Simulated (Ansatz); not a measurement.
# Yb: the cost of one run

Computed with Ansatz 0.2.0 (DFT r²SCAN, scalar-relativistic, plane waves, PAW (the target; the first runs use scalar-relativistic PBE), unless a step's input says otherwise).

## 1. The system as given

It takes space group P6_3/mmc (No. 194, hexagonal). The conventional cell has a = 3.882 Å, b = 3.882 Å, c = 6.340 Å, α = 90.00°, β = 90.00°, γ = 120.00°. Yb (site symmetry -6m2) has 12 Yb at 3.88 Å as nearest neighbours.

As a file:

```cif
data_structure
_symmetry_space_group_name_H-M 'P6_3/mmc'
_symmetry_Int_Tables_number 194
_cell_length_a 3.8817
_cell_length_b 3.8817
_cell_length_c 6.3402
_cell_angle_alpha 90.000
_cell_angle_beta 90.000
_cell_angle_gamma 120.000
_cell_volume 82.73
loop_
_atom_site_label
_atom_site_type_symbol
_atom_site_symmetry_multiplicity
_atom_site_Wyckoff_symbol
_atom_site_fract_x
_atom_site_fract_y
_atom_site_fract_z
_atom_site_occupancy
Yb1 Yb 2 d 0.33333 0.66667 0.75000 1
```

## 2. Full relaxation (PBE, 6×6×4 mesh)

The input, input.yaml:

```yaml
crystal:
  lattice:
    - [3.8817471086, 0.0, 0.0]
    - [-1.9408735543, 3.3616916071, 0.0]
    - [0.0, 0.0, 6.340186944]
  atoms:
    - { symbol: Yb, position: [0.3333333333, 0.6666666667, 0.75] }
    - { symbol: Yb, position: [0.6666666667, 0.3333333333, 0.25] }
basis:
  ecutwfc: 420
  ecutrho_ratio: 4
kpoints:
  mp_grid: { grid: [6, 6, 4] }
hamiltonian:
  xc: pbe
scf:
  occupations: { method: gaussian, width: 0.05 }
output:
  forces: true
  stress: true
  eigenvalues: true
relax:
  f_tol: 0.03
  max_steps: 60
  cell: { stress_tol: 0.6 }
```

What time and memory should one allow on 2 threads of an x86-64 CPU, shared host?

About 8 s, with a peak of 0.53 GiB.
